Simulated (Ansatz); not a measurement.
Runs of Ansatz 0.2.0 on NaCl. It takes space group Fm-3m (No. 225, cubic). The conventional cell has a = 5.588 Å, b = 5.588 Å, c = 5.588 Å, α = 90.00°, β = 90.00°, γ = 90.00°. Around Cl (site symmetry m-3m) lie 6 Na at 2.79 Å. Around Na (site symmetry m-3m) lie 6 Cl at 2.79 Å. The cell is a database's computed one.

```csv
task,level,cell,k mesh,smearing,points for each segment of the path,mesh quality,gap on the mesh (eV),pressure (GPa)
single point,PBE,as given,8 × 8 × 8,gaussian 0.05 eV,-,not flagged,5.22,(b)
relaxation of cell and atoms,HSE03,relaxed,4 × 4 × 4,fermi-dirac 0.05 eV,-,coarse,6.20,0.0
band structure,HSE03,as given,4 × 4 × 4,fermi-dirac 0.05 eV,4,coarse,6.36,(a)
single point,PBEsol,as given,8 × 8 × 8,gaussian 0.02 eV,-,not flagged,5.04,0.2
Born charges and dielectric tensor,PBEsol,as given,8 × 8 × 8,fixed,-,not flagged,5.04,-
```

Alike in all rows: potentials or basis Ansatz PAW; no spin polarisation; cutoff (eV) 420.

Q: Fill in the values left out.

A: (a) 1.0; (b) 1.5.

Caveats: some runs use coarse meshes; the PAW data sets come from PBE, with cores solved anew for the run's functional, which leaves a small shift of forces and pressure (some runs); the plane-wave basis is chosen anew once the cell has moved, so the energies of steps on either side of that aren't comparable (some runs); the thresholds are loose for stress (some runs).

